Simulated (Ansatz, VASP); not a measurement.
## Two plane-wave programs on Al

The input INCAR:

```
SYSTEM = Al
PREC = Accurate
ENCUT = 520
EDIFF = 1E-7
ISMEAR = 0
SIGMA = 0.15
LREAL = .FALSE.
LASPH = .TRUE.
NELM = 60
ALGO = Fast
ISIF = 2
LWAVE = .FALSE.
LCHARG = .FALSE.
GGA = PS
IVDW = 12
NBANDS = 8
```

The input KPOINTS:

```
regular mesh
0
G
  26 26 26
  0 0 0
```

The input POSCAR:

```
Al
1.0
    0.0000000000      1.9812776140      2.0308095543
    1.9812776140      0.0000000000      2.0308095543
    1.9812776140      1.9812776140      0.0000000000
Al
1
Direct
    0.0000000000      0.0000000000      0.0000000000
```

Input for Ansatz:

```yaml
crystal:
  lattice:
    - [0.0, 1.981277614, 2.0308095543]
    - [1.981277614, 0.0, 2.0308095543]
    - [1.981277614, 1.981277614, 0.0]
  atoms:
    - { symbol: Al, position: [0.0, 0.0, 0.0] }
basis:
  ecutwfc: 420
kpoints:
  mp_grid: { grid: [26, 26, 26] }
hamiltonian:
  xc: pbesol
  dispersion: d3bj
scf:
  occupations: { method: gaussian, width: 0.15 }
output:
  forces: true
  stress: true
  eigenvalues: true
```

Change from the starting cell: strain +0.0250 x Voigt [0, 0, 1, 0, 0, 0], atoms carried along.

Alike in both runs: task single point; functional PBEsol; dispersion D3(BJ); k mesh 26 × 26 × 26; occupations gaussian, width 0.15 eV; no spin polarisation.

```csv
,VASP,Ansatz
version,VASP 6.6.1,Ansatz 0.2.0
potentials or method,"VASP PAW PBE potentials, release 64 (Al)","scalar-relativistic, plane waves, PAW"
plane-wave cutoff (eV),520,420
valence electrons in the cell,3,3
```

Ansatz gave:

- gap on the k mesh at the Fermi level (eV): none
- pressure (GPa): -2.1
- largest component of the traceless stress (GPa): 1.23

Which values does VASP return?

gap on the k mesh at the Fermi level (eV): none; pressure (GPa): -2.0; largest component of the traceless stress (GPa): 1.24.

A gap of «none» marks a metal or a gap that the smearing closes.

Caveats: the PAW data sets were made with another functional, which shifts forces and pressure a little (VASP); pairwise dispersion overbinds metals, which lowers pressure and volume.
